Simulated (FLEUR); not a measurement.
# Calculated records

```cif
data_mno2
_symmetry_space_group_name_H-M 'Pnnm'
_symmetry_Int_Tables_number 58
_cell_length_a 4.3306
_cell_length_b 4.4623
_cell_length_c 2.8625
_cell_angle_alpha 90.000
_cell_angle_beta 90.000
_cell_angle_gamma 90.000
_cell_volume 55.32
loop_
_atom_site_label
_atom_site_type_symbol
_atom_site_symmetry_multiplicity
_atom_site_Wyckoff_symbol
_atom_site_fract_x
_atom_site_fract_y
_atom_site_fract_z
_atom_site_occupancy
Mn1 Mn 2 a 0.00000 0.00000 0.00000 1
O1 O 4 g 0.78601 0.17704 0.50000 1
_calc_subject 'MnO2: parallel and opposed starts'
_calc_method 'PBE with U = 2.4 eV on Mn d; all-electron FLAPW, Dirac cores, scalar-relativistic bands (and 1 further level or step)'
_calc_program 'FLEUR MaX-R8.1'
_calc_settings_of_one_run 'kmax 4.4 1/bohr, gmax 13.2 1/bohr, muffin tin radii Mn: 2.21, O: 1.25 bohr, lmax Mn: [8, 6], O: [6, 4], hist occupations, smearing width 0.03 eV, mixer Anderson, mixing 0.05, max iterations 130, stop 0.0001 me/bohr³, collinear spin, 8×8×8 k-mesh, double counting FLL, mesh matched on, starting moments 4.5 -4.5 0 0 0 0 μB'
_calc_cost '4 runs, 18 min in all on 4 MPI ranks of Intel Xeon 6975P-C (Granite Rapids), shared host (the runs of this entry)'
_calc_notes 'This is the lowest of 3 finished starts, no proof of the ground state.'
_calc_lowest_state_found 'antiferromagnetic (initial antiferro +-)'
_calc_largest_site_spin_moment '2.76 μB'
_calc_next_finished_state 'ferromagnetic, 48.0 meV a seeded atom higher'
_calc_spinless_run_over_the_lowest_under_a_u_no_clean_measure_of_the_moments '1801 meV a seeded atom'
_calc_orbital_moment_on_the_atom_of_largest_spin_along_its_spin_spin_orbit_run '-0.0237 μB'
```

[Logs and program files are shortened in this print: banners, set-up blocks, solver, clock and traceback lines can be left out without a mark of their own.]

[Logs are printed without paths, hosts, clocks, repeated set-up lines and the standing remarks that a program may print on its own settings, such as how far it seeks lower states.]

[Hosts, paths, dates, database ids (printed as entryN), source tags and the programs' standing remarks are cut or masked in the printed files.]

[Where a cell is said to come from a database of computed structures, the database is the Materials Project.]
